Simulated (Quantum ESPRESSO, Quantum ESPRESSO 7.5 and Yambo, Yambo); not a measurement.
# How the form of the self-energy moves the gap of LiF (Griceite)

Wanted: the gap of LiF (Griceite) under several approximations, with cost.

Program: Quantum ESPRESSO 7.5 and Yambo 5.3.0. Level of theory: PBE and many-body steps on it, plane waves. Results are calculated unless marked as measured.

## Step 1: Starting point

The structure is cubic, space group Fm-3m (No. 225). The conventional cell has a = 4.028 Å, b = 4.028 Å, c = 4.028 Å, α = 90.00°, β = 90.00°, γ = 90.00°. Nearest to Li lie 6 F at 2.01 Å. Nearest to F lie 6 Li at 2.01 Å. Farther neighbours and most contacts between anions are not listed.

Structure file:

```cif
data_structure
_symmetry_space_group_name_H-M 'Fm-3m'
_symmetry_Int_Tables_number 225
_cell_length_a 4.0280
_cell_length_b 4.0280
_cell_length_c 4.0280
_cell_angle_alpha 90.000
_cell_angle_beta 90.000
_cell_angle_gamma 90.000
_cell_volume 65.35
loop_
_atom_site_label
_atom_site_type_symbol
_atom_site_symmetry_multiplicity
_atom_site_Wyckoff_symbol
_atom_site_fract_x
_atom_site_fract_y
_atom_site_fract_z
_atom_site_occupancy
Li1 Li 4 a 0.00000 0.00000 0.00000 1
F1 F 4 b 0.50000 0.00000 0.00000 1
```

The cell and positions come from the Crystallography Open Database and are kept as given unless a step says otherwise.

## Step 2: Empty states on the mesh, 8×8×8 mesh, 197 bands

This step: Quantum ESPRESSO 7.5; DFT, PBE, plane waves, norm-conserving pseudopotentials.

The sums over transitions need many empty states on a uniform mesh; this step solves for them.

pw.in

```
&control
  calculation = 'nscf'
  prefix = 'x'
  outdir = 'o'
  pseudo_dir = 'pseudo'
/
&system
  ibrav = 0
  nat = 2
  ntyp = 2
  ecutwfc = 72.0
  nbnd = 197
  force_symmorphic = .true.
/
&electrons
  conv_thr = 1e-9
  electron_maxstep = 80
  diago_full_acc = .true.
  diago_thr_init = 5e-6
/
ATOMIC_SPECIES
  Li 6.94 Li.upf
  F 18.998 F.upf
CELL_PARAMETERS angstrom
  0.0000000000 2.0140000000 2.0140000000
  2.0140000000 0.0000000000 2.0140000000
  2.0140000000 2.0140000000 -0.0000000000
ATOMIC_POSITIONS crystal
  Li 0.0000000000 0.0000000000 0.0000000000
  F 0.5000000000 0.5000000000 0.5000000000
K_POINTS automatic
  8 8 8 0 0 0
```

The run is started by

```
> OMP_NUM_THREADS=1 mpirun -n 4 pw.x -nk 4 -in pw.in > pw.out
```

What it wrote:

```text
Program PWSCF v.7.5 starts

     This program is part of the open-source Quantum ESPRESSO suite
     for quantum simulation of materials; please cite
         "P. Giannozzi et al., J. Phys.:Condens. Matter 21 395502 (2009);
         "P. Giannozzi et al., J. Phys.:Condens. Matter 29 465901 (2017);
         "P. Giannozzi et al., J. Chem. Phys. 152 154105 (2020);
     in publications or presentations arising from this work. More details at

     Atomic positions and unit cell read from directory:
     o/x.save/

     Message from routine setup:
[...]
150.7703 153.0935 153.5428 153.5428 155.4267 158.6091 158.6091 162.3432
     [... 13 further rows ...]
   285.6512 285.6512 287.2200 287.2200 288.3536 289.4945 289.4945 289.7971
   291.2772 292.5382 294.9486 294.9486 297.8856

          k = 0.2652 0.2652-0.2652 (  1143 PWs)   bands (ev):

     [... further k-points ...]

     highest occupied, lowest unoccupied level (ev):     0.9065   10.0211

     XML data file, pseudopotentials, collected wavefunctions

=------------------------------------------------------------------------------=
   JOB DONE.
=------------------------------------------------------------------------------=
```

Elapsed: 20 s, on 4 MPI ranks of Arm Neoverse V1, shared host; peak memory 0.27 GiB.

Numbers from this step:

```
gap                                                           : 9.115 eV
k of the valence top                                          : 0, 0, 0
k of the conduction bottom                                    : 0, 0, 0
least direct gap                                              : 9.115 eV
k points computed                                             : 29
lowest point of the top converged band, above the valence top : 283.5368 eV
```

On this mesh the gap is 9.115 eV.

The density comes from a self-consistent run that is not shown.

## Step 3: Conversion and set-up

This step: Yambo 5.3.0; conversion and set-up on PBE, plane waves, norm-conserving pseudopotentials.

The states are converted to the many-body program's format and the q mesh is built.

The run is started by

```
> (cd o/x.save; p2y > p2y.log; mv SAVE ../..); yambo > setup.log
```

What it wrote:

```text
 Yambo, version 5.3.0

 [02] CORE Variables Setup
 =========================

  [02.01] Unit cells
  ==================

  Cell kind             :  FCC
  Atoms in the cell     :  Li  F
  number of Li atoms    :  1
  number of F  atoms    :  1

  List of atomic masses
  Mass of Li    :  6.940000
  Mass of F     :  18.99800

  List of atomic coordinates    : [cc]
  Li1       :  0.000000  0.000000  0.000000  order 1
  F1       :  3.805908  3.805908  3.805908  order 2

  Alat factors          :  3.805908  3.805908  3.805908 [a.u.]
  Direct lattice volume :  110.2567 [a.u.]
[...]
Q [ 1]         [rlu]:  0.000000  0.000000  0.000000
 Q [ 2]         [rlu]: -0.44736E-17 -0.44736E-17  0.12500
 Q [ 3]         [rlu]: -0.89471E-17 -0.89471E-17  0.25000
[...]
Q [ 8]         [rlu]: -0.89471E-17  0.12500      0.37500
 Q [ 9]         [rlu]: -0.26293E-17  0.12500      0.50000
 Q [10]         [rlu]:  0.17894E-16  0.12500     -0.37500
     [... 17 further rows ...]
 Q [28]         [rlu]:  0.125000 -0.500000 -0.375000
 Q [29]         [rlu]:  0.250000 -0.500000 -0.250000

  [03.01] X indexes
  =================

   [03.01.01] Sigma indexes
   ========================

 [06] Game Over & Game summary
```

It took 2.1 s on 1 MPI rank; peak memory 0.24 GiB.

## Step 4: G0W0, Godby-Needs plasmon pole

G0W0 replaces the xc potential by the self-energy, built once from these orbitals. Only a window of levels is corrected, while the sums run over the empty bands that the input names.

This step: G0W0 on PBE, plane waves, norm-conserving pseudopotentials.

gw2.in

```
HF_and_locXC
gw0
dyson
ppa
em1d
rim_cut
RandQpts= 1000000
RandGvec= 1 RL
EXXRLvcs= 72 Ry
VXCRLvcs= 288 Ry
Chimod= "HARTREE"
% BndsRnXp
 1 | 83 |
%
NGsBlkXp= 17 Ry
% LongDrXp
 1 | 1 | 1 |
%
% GbndRnge
 1 | 83 |
%
DysSolver= "n"
ExtendOut
PPAPntXp= 27.21138 eV
% QPkrange
 1 | 1 | 4 | 7 |
%
```

The run is started by

```
> OMP_NUM_THREADS=1 mpirun -n 4 yambo -F gw2.in -J gw2 -C gw2 > gw2.log
```

What it wrote:

```text
 Yambo, version 5.3.0

 [02] CORE Variables Setup
 =========================

  [... cell, symmetries and grids as in the set-up ...]

  [02.05] Energies & Occupations
  ==============================

  [X] === General ===
  [X] Electronic Temperature                        :  0.000000  0.000000 [eV K]
  [X] Bosonic    Temperature                        :  0.000000  0.000000 [eV K]
  [X] Finite Temperature mode                       : no
  [X] El. density                                   :  0.61206E+24 [cm-3]
  [X] Fermi Level                                   :  0.906508 [eV]

  [X] === Gaps and Widths ===
  [X] Conduction Band Min                           :  9.114627 [eV]
  [X] Valence Band Max                              :  0.000000 [eV]
  [X] Filled Bands                                  :   5
  [X] Empty Bands                                   :    6  197
  [X] Direct Gap                                    :  9.114627 [eV]
  [X] Direct Gap localized at k                     :  1
  [X] Indirect Gap                                  :  9.114627 [eV]
  [X] Indirect Gap between kpts                     :  1  1
  [X] Last valence band width                       :  0.989798 [eV]
  [X] 1st conduction band width                     :  5.964288 [eV]

 [03] Transferred momenta grid and indexing
 ==========================================

 IBZ Q-points                                      :  29
 BZ  Q-points                                      :   512

 K/Q-points units:
 rlu = crystal or reduced units; cc = cartesian coordinates; iku = interal k-units

 Q [ 1]         [rlu]:  0.000000  0.000000  0.000000
 Q [ 2]         [rlu]: -0.44736E-17 -0.44736E-17  0.12500
 Q [ 3]         [rlu]: -0.89471E-17 -0.89471E-17  0.25000
 Q [ 4]         [rlu]:  0.59525E-19  0.59525E-19  0.37500
 Q [ 5]         [rlu]:  0.17894E-16  0.17894E-16 -0.50000
 Q [ 6]         [rlu]:  0.55284E-18  0.12500      0.12500
 Q [ 7]         [rlu]:  0.39326E-17  0.12500      0.25000
 Q [ 8]         [rlu]: -0.89471E-17  0.12500      0.37500
 Q [ 9]         [rlu]: -0.26293E-17  0.12500      0.50000
 Q [10]         [rlu]:  0.17894E-16  0.12500     -0.37500
     [... 17 further rows ...]
 Q [28]         [rlu]:  0.125000 -0.500000 -0.375000
 Q [29]         [rlu]:  0.250000 -0.500000 -0.250000

 [04] Coloumb potential Random Integration (RIM)
 ===============================================

  [04.01] RIM initialization
  ==========================

  * Diagonal components only detected *

  8 x (sBL volume)        :  0.035152 [a.u.]
  sBZ random points       :  1000000
  Points outside the sBZ  :   7996195
  RL volume               :  2.249752 [a.u.]
  Integrated volume       :  2.250822 [a.u.]

  [04.02] RIM integrals
  =====================

  Gamma point sphere radius             :  0.059420 [a.u.]
  Points outside the sphere             :   799659
  [Int_sBZ(q=0) 1/q^2]*(Vol_sBZ)^(-1/3) =:  7.764404
                                 should be <:  7.795600

  Summary of Coulomb integrals for non-metallic bands |Q|[au] RIM/Bare

  Q [1] 0.100000E-4 0.995998 * Q [2] 0.178715 1.065507
  Q [6] 0.206363 1.063520 * Q [12] 0.291841 1.025994
  Q [7] 0.342214 1.019443 * Q [3] 0.357431 1.017217
  Q [13] 0.412726 1.013507 * Q [11] 0.449757 1.010827
  Q [22] 0.461441 1.010532 * Q [8] 0.505484 1.008888
  Q [14] 0.536146 1.007997 * Q [4] 0.536146 1.007966
[...]
Q [27] 0.744052 1.004143 * Q [24] 0.772139 1.003889
  Q [26] 0.792552 1.003834 * Q [21] 0.825451 1.003655
  Q [28] 0.850856 1.003467 * Q [20] 0.875523 1.003109
  Q [29] 0.922883 1.003011

 [WARNING] [Xp] User bands 1-83 break level degeneracy

 [05] Dipoles
 ============

  [05.01] Setup: observables and procedures
  =========================================

 [06] Dynamic Dielectric Matrix (PPA)
 ====================================

 [WR./gw2//ndb.pp]---------------------------------------------------------------
  Brillouin Zone Q/K grids (IBZ/BZ)                :    29   512    29   512
  RL vectors                                       :  1639 [WF]
  Coulomb cutoff potential                         : none
  Electronic Temperature                           :  0.000000 [K]
  Bosonic    Temperature                           :  0.000000 [K]
  PPA    diel. fun.  energies                      : Perdew, Burke & Ernzerhof(X)+Perdew, Burke & Ernzerhof(C)
  wavefunctions                                    : Perdew, Burke & Ernzerhof(X)+Perdew, Burke & Ernzerhof(C)
  Global Gauge                                     : length
  X matrix size                                    :  169
  X band range                                     :    1   83
  X e/h energy range                               : -1.000000 -1.000000 [eV]
  X Time ordering                                  : R
  X Hxc Kernel                                     : HARTREE
  X Drude frequency                                :  0.000000  0.000000
  X poles                                          :  100.0000 [o/o]
  RL vectors in the sum                            :  1639
  [r,Vnl] included                                 : yes
  Field direction                                  :  0.577350E-5  0.577350E-5  0.577350E-5
  BZ energy Double Grid                            : no
  BZ energy DbGd points                            : 0
  BZ Q point size factor                           : -1.000000
  X Optical Averaged directions                    : none

 [07] Local Exchange-Correlation + Non-Local Fock
 ================================================

 [VXC] Plane waves :   9185
 [EXS] Plane waves :  1211

 QP @ state[ 1 ] K range:  1  1
 QP @ state[ 1 ] b range:   4   7

 [xc] Functional : Perdew, Burke & Ernzerhof(X)+Perdew, Burke & Ernzerhof(C)
 [xc] LIBXC used to calculate xc functional
  PP Number of Atomic Species                      :  2
  NLCC RL compoments                               :   9185
  PP Number of Atomic Species                      :  2
  NLCC RL compoments                               :   9185

 [xc] E_xc :  -6.404302 [Ha]
      E_xc :  -12.80860 [Ry]

  Local XC kind (lXC) : Perdew, Burke & Ernzerhof(X)+Perdew, Burke & Ernzerhof(C)
  Non-Local XC kind (nlXC) : Hartree-Fock

  Corrections @ K [1] :  [eV]
 <4|nlXC|4> = -30.70135 -0.62235E-17 <4|lXC|4> = -23.05348  0.18882E-15
 <5|nlXC|5> = -30.70136  0.11140E-16 <5|lXC|5> = -23.05348 -0.94408E-16
 <6|nlXC|6> = -6.618816  0.12902E-18 <6|lXC|6> = -11.45041 -0.10446E-18
 <7|nlXC|7> = -3.080517  0.59367E-18 <7|lXC|7> = -10.01124 -0.18880E-15

 [08] Dyson equation: Newton solver
 ==================================

  [08.01] G0W0 (W PPA)
  ====================

  [  GW  ] Bands range     :    1   83
  [GW/PPA] G damping       :  0.100000 [eV]

  QP @ state[ 1 ] K range:  1  1
  QP @ state[ 1 ] b range:   4   7

   Sc/G bands                                       :    1   83
   Sc/G damping                                     :  0.100000 ev
   Sc bands terminator                              : no
   Sx RL components                                 :  1211

   QP @ state[ 1 ] K range                          :  1  1
   QP @ state[ 1 ] b range                          :   4   7
   GF energies kind                                 : Perdew, Burke & Ernzerhof(X)+Perdew, Burke & Ernzerhof(C)
   GF WF`s kind                                     : Perdew, Burke & Ernzerhof(X)+Perdew, Burke & Ernzerhof(C)
   Xs energies kind                                 : Perdew, Burke & Ernzerhof(X)+Perdew, Burke & Ernzerhof(C)
   Xs WF`s kind                                     : Perdew, Burke & Ernzerhof(X)+Perdew, Burke & Ernzerhof(C)

 [11] Game Over & Game summary
```

It took 5.2 min on 4 MPI ranks; peak memory 1.4 GiB.

Numbers from this step:

```
G0W0 gap on the points computed              : 13.34 eV
starting gap on the mesh                     : 9.115 eV
k of the valence top                         : 0, 0, 0
k of the conduction bottom                   : 0, 0, 0
least direct G0W0 gap on the computed points : 13.34 eV
Z at the valence top                         : 0.8261
Z at the conduction bottom                   : 0.8904
```

The gap on the mesh goes from 9.11 eV to 13.34 eV, a correction of +4.22 eV.

[end of part 1 of 2]

[Paths, hosts, dates, memory and timing lines, banners, echoed tables and standing remarks are left out of the program output.]

[Logs are printed without paths, hosts, clocks, repeated set-up lines and the standing remarks that a program may print on its own settings, such as how far it seeks lower states.]

[Runs of the session that timed out or met a known fault of the program may be left out.]

[Hosts, paths, dates, database ids (printed as entryN), source tags and the programs' standing remarks are cut or masked in the printed files.]
